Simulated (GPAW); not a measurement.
The system is C.

```
C
1.0
     0.00000    1.78337    1.78337
     1.78337    0.00000    1.78337
     1.78337    1.78337    0.00000
C
2
Direct
  0.75000 0.75000 0.75000
  0.50000 0.50000 0.50000
```

This isn't the form of C at room conditions, which is graphite.

Base run:

* Program: GPAW 26.7.0
* Functional: PBEsol
* Potentials or basis: PAW data sets generated in the run's folder for this functional
* Cutoff: 800 eV
* Basis: pw
* k mesh: 10 × 10 × 10
* Occupations: fermi-dirac, width 0.05 eV
* Spin: no spin polarisation

Its results: band gap on the k mesh 4.03 eV, indirect (least direct gap 5.54 eV); pressure -5.2 GPa.

Q: The run is repeated on the same cell with these changes: functional from PBEsol to PBEint. What comes out?

A: Band gap on the k mesh 4.00 eV, indirect (least direct gap 5.54 eV); pressure -2.3 GPa.

A k mesh can miss the band edges.

Not every run made on this cell is shown here.
